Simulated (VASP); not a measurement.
# Co (P6_3/mmc) in VASP: a series of runs

One crystal, Co, is run at these levels: PBEsol; tasks: relaxation of cell and atoms.

All numbers are computed with VASP 6.6.1; they aren't measurements. Logs are shortened: lines on timing, memory, paths and dates and some standing lists are left out, and cuts for length are marked.

## 1. Starting point

Symmetry: P6_3/mmc, No. 194, hexagonal system. The conventional cell has a = 2.507 Å, b = 2.507 Å, c = 4.070 Å, α = 90.00°, β = 90.00°, γ = 120.00°. Around Co (site symmetry -6m2) lie 12 Co at 2.50 to 2.51 Å.

## 2. Relaxation of cell and atoms, PBEsol, collinear spin, ferromagnetic start

INCAR reads:

```
  ALGO = Fast
  EDIFF = 1E-7
  EDIFFG = -0.005
  ENCUT = 580
  GGA = PS
  IBRION = 2
  ISIF = 3
  ISMEAR = 0
  ISPIN = 2
  LASPH = True
  LCHARG = False
  LMAXMIX = 4
  LORBIT = 11
  LREAL = False
  LWAVE = False
  MAGMOM = 2 2
  NELM = 150
  NSW = 90
  PREC = Accurate
  SIGMA = 0.1
```

KPOINTS reads:

```
k-points
0
Gamma
  21 21 10
```

POSCAR reads:

```
Co
1.0
    2.5070000000      0.0000000000      0.0000000000
   -1.2535000000      2.1711256900      0.0000000000
    0.0000000000      0.0000000000      4.0700000000
Co
2
Direct
    0.3333333300      0.6666666700      0.2500000000
    0.6666666700      0.3333333300      0.7500000000
```

Potentials or basis: VASP PAW PBE potentials, release 64 (Co).

Command:

```console
> cat potpaw_PBE.64/Co/POTCAR > POTCAR
> mpirun -np 1 vasp_std > vasp.out
```

OUTCAR:

```text
EDIFF = 1E-7
   EDIFFG = -0.005
   ENCUT = 580
   GGA = PS
   IBRION = 2
   ISIF = 3
   ISMEAR = 0
   ISPIN = 2
   LASPH = True
   LORBIT = 11
   LREAL = False
   NELM = 150
   NSW = 90
   PREC = Accurate

 ion  position               nearest neighbor table
   1  0.333  0.667  0.250-   2 2.50   2 2.50   2 2.50   2 2.50   2 2.50   2 2.50
   2  0.667  0.333  0.750-   1 2.50   1 2.50   1 2.50   1 2.50   1 2.50   1 2.50

  LATTYP: Found a hexagonal cell.
 ALAT       =     2.5070000000
 C/A-ratio  =     1.6234543279

  Lattice vectors:

 A1 = (   2.5070000000,   0.0000000000,   0.0000000000)
 A2 = (  -1.2535000000,   2.1711256900,   0.0000000000)
 A3 = (   0.0000000000,   0.0000000000,   4.0700000000)

Analysis of symmetry for initial positions (statically):
=====================================================================
 Subroutine PRICEL returns:
 Original cell was already a primitive cell.

 Routine SETGRP: Setting up the symmetry group for a
 hexagonal supercell.

 Subroutine GETGRP returns: Found 24 space group operations
 (whereof 12 operations were pure point group operations)
 out of a pool of 24 trial point group operations.

The static configuration has the point symmetry D_3d.
 The point group associated with its full space group is D_6h.

Analysis of symmetry for dynamics (positions and initial velocities):
=====================================================================
 Subroutine PRICEL returns:
 Original cell was already a primitive cell.

 Routine SETGRP: Setting up the symmetry group for a
 hexagonal supercell.

 Subroutine GETGRP returns: Found 24 space group operations
 (whereof 12 operations were pure point group operations)
 out of a pool of 24 trial point group operations.

The dynamic configuration has the point symmetry D_3d.
 The point group associated with its full space group is D_6h.

Analysis of structural, dynamic, and magnetic symmetry:
=====================================================================
 Subroutine PRICEL returns:
 Original cell was already a primitive cell.

 Routine SETGRP: Setting up the symmetry group for a
 hexagonal supercell.

 Subroutine GETGRP returns: Found 24 space group operations
 (whereof 12 operations were pure point group operations)
 out of a pool of 24 trial point group operations.

The overall configuration has the point symmetry D_3d.
 The point group associated with its full space group is D_6h.

 Subroutine INISYM returns: Found 24 space group operations
 (whereof 12 operations are pure point group operations),
 and found     1 'primitive' translations

----------------------------------------------------------------------------------------

                                     Primitive cell

  volume of cell :      22.1531

  direct lattice vectors                    reciprocal lattice vectors
     2.507000000  0.000000000  0.000000000     0.398883127  0.230295281  0.000000000
    -1.253500000  2.171125690  0.000000000     0.000000000  0.460590561  0.000000000
     0.000000000  0.000000000  4.070000000     0.000000000  0.000000000  0.245700246

  length of vectors
     2.507000000  2.507000002  4.070000000     0.460590562  0.460590561  0.245700246

  position of ions in fractional coordinates (direct lattice)
     0.333333330  0.666666670  0.250000000
     0.666666670  0.333333330  0.750000000

  ion indices of the primitive-cell ions
   primitive index   ion index
                 1           1
                 2           2

----------------------------------------------------------------------------------------

 KPOINTS: k-points

Automatic generation of k-mesh.
 Grid dimensions read from file:
 generate k-points for:   21   21   10

 Generating k-lattice:

  Cartesian coordinates                     Fractional coordinates (reciprocal lattice)
     0.018994435  0.010966442  0.000000000     0.047619048  0.000000000  0.000000000
     0.000000000  0.021932884  0.000000000     0.000000000  0.047619048  0.000000000
     0.000000000  0.000000000  0.024570025     0.000000000  0.000000000  0.100000000

  Length of vectors
     0.021932884  0.021932884  0.024570025

  Shift w.r.t. Gamma in fractional coordinates (k-lattice)
     0.000000000  0.000000000  0.000000000

 Subroutine IBZKPT returns following result:
 ===========================================

 Found    288 irreducible k-points:

 Following reciprocal coordinates:
            Coordinates               Weight
  0.000000  0.000000  0.000000      1.000000
  0.047619  0.000000  0.000000      6.000000
  0.095238  0.000000  0.000000      6.000000
  0.142857  0.000000  0.000000      6.000000
  0.190476  0.000000  0.000000      6.000000
  0.238095  0.000000  0.000000      6.000000
[... 16 lines left out ...]
  0.142857  0.095238  0.000000     12.000000
  0.190476  0.095238  0.000000     12.000000
 [... further k-points ...]
   k-points           NKPTS =    288   k-points in BZ     NKDIM =    288   number of bands    NBANDS=     15
   number of dos      NEDOS =    301   number of ions     NIONS =      2
   total plane-waves  NPLWV =  12800
   dimension x,y,z NGX =    20 NGY =   20 NGZ =   32
   dimension x,y,z NGXF=    40 NGYF=   40 NGZF=   64
   ions per type =               2
   NGX,Y,Z   is equivalent  to a cutoff of  13.26, 13.26, 13.07 a.u.
   NGXF,Y,Z  is equivalent  to a cutoff of  26.53, 26.53, 26.14 a.u.
 SYSTEM =  unknown system
   PREC   = accura    normal or accurate (medium, high low for compatibility)
   ISTART =      0    job   : 0-new  1-cont  2-samecut
   ICHARG =      2    charge: 1-file 2-atom 10-const
   ISPIN  =      2    spin polarized calculation?
   LNONCOLLINEAR =      F non collinear calculations
   LSORBIT =      F    spin-orbit coupling
   LASPH  =      T    aspherical Exc in radial PAW
   ENCUT  =  580.0 eV  42.63 Ry    6.53 a.u.   4.92  4.92  7.99*2*pi/ulx,y,z
   NELM   =    150;   NELMIN=  2; NELMDL= -5     # of ELM steps
   EDIFF  = 0.1E-06   stopping-criterion for ELM
   LREAL  =      F    real-space projection
   EDIFFG = -.5E-02   stopping-criterion for IOM
   NSW    =     90    number of steps for IOM
   IBRION =      2    ionic relax: 0-MD 1-quasi-New 2-CG
   NFREE  =      1    steps in history (QN), initial steepest desc. (CG)
   ISIF   =      3    stress and relaxation
   ISYM   =      2    0-nonsym 1-usesym 2-fastsym
   POTIM  = 0.5000    time-step for ionic-motion
   TEBEG  =    0.0;   TEEND  =   0.0 temperature during run
   PSTRESS=    0.0 pullay stress
   NELECT =      18.0000    total number of electrons
   NUPDOWN=      -1.0000    fix difference up-down
   EMIN   =  10.00;   EMAX   =-10.00  energy-range for DOS
   EFERMI =   0.00;   METHOD = LEGACY
   ISMEAR =     0;   SIGMA  =   0.10  broadening in eV -4-tet -1-fermi 0-gaus
   EFERMI_NEDOS =   21; number of points for ismear=-14 and -15
   IALGO  =     68    algorithm
   IMIX   =      4    mixing-type and parameters
     AMIX     =   0.40;   BMIX     =  1.00
     AMIX_MAG =   1.60;   BMIX_MAG =  1.00
  volume/ion in A,a.u.               =      11.08        74.75
  Fermi-wavevector in a.u.,A,eV,Ry     =   1.527640  2.886822 31.751709  2.333685
  Thomas-Fermi vector in A             =   2.635509
   LORBIT       =     11    0 simple, 1 ext, 2 COOP (PROOUT), +10 PAW based schemes
   GGA     = PS    functional components
   LHFCALC =     F    Hartree Fock is set to
   AEXX    =    0.0000 exact exchange contribution
   IVDW    =     0    specifies the selected vdW correction
   LEPSILON=     F    determine dielectric tensor
   LRPA    =     F    only Hartree local field effects (RPA)
 conjugate gradient relaxation of ions
 spin polarized calculation
 RMM-DIIS sequential band-by-band and
 Gauss-broadening in eV      SIGMA  =   0.10
  energy-cutoff  :      580.00
  volume of cell :       22.15
 maximum number of plane-waves:       732
 NGX is ok and might be reduce to    20
   NGX =  9   NGY =  9   NGZ = 15

--------------------------------------- Ionic step        1  -------------------------------------------

 number of electron      17.9999997 magnetization       3.2416134

 Free energy of the ion-electron system (eV)
  ---------------------------------------------------
  ext. energy  EPLUGINS =         0.00000000
  ---------------------------------------------------
  free energy    TOTEN  =       -15.40487068 eV

  energy without entropy =      -15.39552128  energy(sigma->0) =      -15.40019598

 E-fermi :   9.7769     XC(G=0): -13.4568

 val. band max:        9.7699091006   @ k =   0.4286   0.0000   0.5000
 cond. band min:       9.7787391694   @ k =   0.0476   0.0000   0.1000
 fundamental gap:      0.0088300688
 Fermi energy:         9.7768592524

 spin component 1

 k-point     1 :       0.0000    0.0000    0.0000
  band No.  band energies     occupation
      1       0.9324      1.00000
      2       4.7245      1.00000
      3       7.1899      1.00000
      4       7.2341      1.00000
      5       7.2341      1.00000
      6       7.5326      1.00000
      7       7.5326      1.00000
      8       7.8826      1.00000
      9       7.8826      1.00000
     10       8.9397      1.00000
     11       8.9397      1.00000
     12       9.6165      0.98831
     13      15.8725      0.00000
     14      31.5993      0.00000
     15      34.5734      0.00000
[... 1027 lines left out ...]
  energy  without entropy=      -15.4699714352  energy(sigma->0) =      -15.47409119

--------------------------------------- Ionic step        6  -------------------------------------------

 number of electron      18.0000002 magnetization       3.1047575

 Free energy of the ion-electron system (eV)
  ---------------------------------------------------
  ext. energy  EPLUGINS =         0.00000000
  ---------------------------------------------------
  free energy    TOTEN  =       -15.47821157 eV

  energy without entropy =      -15.46997834  energy(sigma->0) =      -15.47409495

 E-fermi :  10.7916     XC(G=0): -13.8794

 val. band max:       10.7911209262   @ k =   0.2381   0.1429   0.4000
 cond. band min:      10.7931304240   @ k =   0.2381   0.0476   0.3000
 fundamental gap:      0.0020094977
 Fermi energy:        10.7915872207

 spin component 1

 k-point     1 :       0.0000    0.0000    0.0000
  band No.  band energies     occupation
      1       1.5299      1.00000
      2       5.4184      1.00000
      3       8.1499      1.00000
      4       8.1662      1.00000
      5       8.1662      1.00000
      6       8.5102      1.00000
      7       8.5102      1.00000
      8       8.8855      1.00000
      9       8.8855      1.00000
     10      10.0883      1.00000
     11      10.0883      1.00000
     12      10.6554      0.97294
     13      17.6223      0.00000
     14      33.1279      0.00000
     15      36.1922      0.00000
[... 879 lines left out ...]
  FREE ENERGIE OF THE ION-ELECTRON SYSTEM (eV)
  ---------------------------------------------------
  free  energy   TOTEN  =       -15.4782115704 eV

  energy  without entropy=      -15.4699783376  energy(sigma->0) =      -15.47409495

 reached required accuracy - stopping structural energy minimisation

 total charge

# of ion       s       p       d       tot
------------------------------------------
    1        0.510   0.570   7.295   8.374
    2        0.510   0.570   7.295   8.374
--------------------------------------------------
tot          1.020   1.140  14.589  16.749

 magnetization (x)

# of ion       s       p       d       tot
------------------------------------------
    1       -0.016  -0.053   1.627   1.559
    2       -0.016  -0.053   1.627   1.559
--------------------------------------------------
tot         -0.031  -0.106   3.255   3.118
```

It took 5.3 min on 1 thread of Intel Xeon 6975P-C (Granite Rapids), shared host; peak memory 0.29 GiB.

Results:

| Item | Value |
| --- | --- |
| Free energy | -15.4782 eV |
| Relaxed volume | 10.32 Å³/atom |
| Relaxed cell | a = 2.453 Å, b = 2.453 Å, c = 3.961 Å, α = 90.00°, β = 90.00°, γ = 120.00° |
| Space group after relaxing (to 0.05 Å) | P6_3/mmc (No. 194) |
| Energy gained by relaxing | 36.7 meV/atom |
| Ionic steps | 6 |
| Pressure after relaxing | 0.1 GPa |
| Band gap on the k mesh | none (metal or under the smearing width) |
| Net moment | 3.10 μB per cell |
| Site moments | Co +1.56 μB |
| Valence electrons inside the program's atomic spheres | Co 8.37 |

The path:
```
step  energy change (eV)  largest force (eV/Å)  pressure (GPa)  volume (Å³)
   1              0.0000                0.0000          -14.32        22.15
   2              0.0259                0.0000           22.71        19.13
   3             -0.0732                0.0000           -0.34        20.66
   4             -0.0732                0.0000            0.06        20.63
   5             -0.0733                0.0000            0.08        20.63
   6             -0.0733                0.0000            0.07        20.63
```

Final structure:
```
Co
1.0
     2.45265    0.00000    0.00000
    -1.22632    2.12406    0.00000
     0.00000    0.00000    3.96069
Co
2
Direct
  0.33333 0.66667 0.25000
  0.66667 0.33333 0.75000
```

Caveat: the PAW data sets were made with another functional, which shifts forces and pressure a little.

## 3. Relaxation of cell and atoms, PBEsol, collinear spin, ferromagnetic start

INCAR, as its differences from that of step 2:

```diff
@@ -3,3 +3,3 @@
   EDIFFG = -0.005
-  ENCUT = 580
+  ENCUT = 480
   GGA = PS
```

KPOINTS is that of step 2.

POSCAR is that of step 2.

Potentials or basis: VASP PAW PBE potentials, release 64 (Co).

Command:

```console
> cat potpaw_PBE.64/Co/POTCAR > POTCAR
> mpirun -np 1 vasp_std > vasp.out
```

Run time: 4.5 min. Hardware: 1 thread of Intel Xeon 6975P-C (Granite Rapids), shared host; peak memory 0.25 GiB.

The run converged. Its results:

| Quantity | Value |
| --- | --- |
| Free energy | -15.4777 eV |
| Relaxed volume | 10.32 Å³/atom |
| Relaxed cell | a = 2.453 Å, b = 2.453 Å, c = 3.961 Å, α = 90.00°, β = 90.00°, γ = 120.00° |
| Space group after relaxing (to 0.05 Å) | P6_3/mmc (No. 194) |
| Energy gained by relaxing | 36.3 meV/atom |
| Ionic steps | 6 |
| Pressure after relaxing | 0.1 GPa |
| Band gap on the k mesh | none (metal or under the smearing width) |
| Net moment | 3.11 μB per cell |
| Site moments | Co +1.56 μB |
| Valence electrons inside the program's atomic spheres | Co 8.37 |

The path:
```csv
step,energy change (eV),largest force (eV/Å),pressure (GPa),volume (Å³)
1,0.0000,0.0000,-14.27,22.15
2,0.0260,0.0000,22.59,19.14
3,-0.0724,0.0000,-0.33,20.67
4,-0.0724,0.0000,0.06,20.64
5,-0.0726,0.0000,0.08,20.64
6,-0.0726,0.0000,0.07,20.64
```

Final structure:
```yaml
crystal:
  lattice:
    - [2.45297, 0.00000, 0.00000]
    - [-1.22648, 2.12433, 0.00000]
    - [0.00000, 0.00000, 3.96119]
  atoms:
    - { symbol: Co, position: [0.33333, 0.66667, 0.25000] }
    - { symbol: Co, position: [0.66667, 0.33333, 0.75000] }
```

Levels at points of the mesh, in eV from the Fermi level:
Spin up:
```csv
k point,band 6,band 7,band 8,band 9,band 10,band 11,band 12,band 13,band 14,band 15
"(0.00, 0.00, 0.00)",-2.28,-2.28,-1.91,-1.91,-0.70,-0.70,-0.14,6.83,22.33,25.39
"(0.00, 0.00, 0.50)",-2.70,-2.70,-2.70,-1.04,-1.04,-1.04,-1.04,15.61,15.61,23.09
```
Spin down:
| k point | band 4 | band 5 | band 6 | band 7 | band 8 | band 9 | band 10 | band 11 |
| --- | --- | --- | --- | --- | --- | --- | --- | --- |
| (0.00, 0.00, 0.00) | -1.06 | -1.06 | -0.67 | -0.67 | -0.22 | -0.22 | -0.11 | 1.10 |
| (0.00, 0.00, 0.50) | -1.66 | -1.14 | -1.14 | -1.14 | -1.14 | 0.73 | 0.73 | 0.73 |

Caveat: the PAW data sets were made with another functional, which shifts forces and pressure a little.
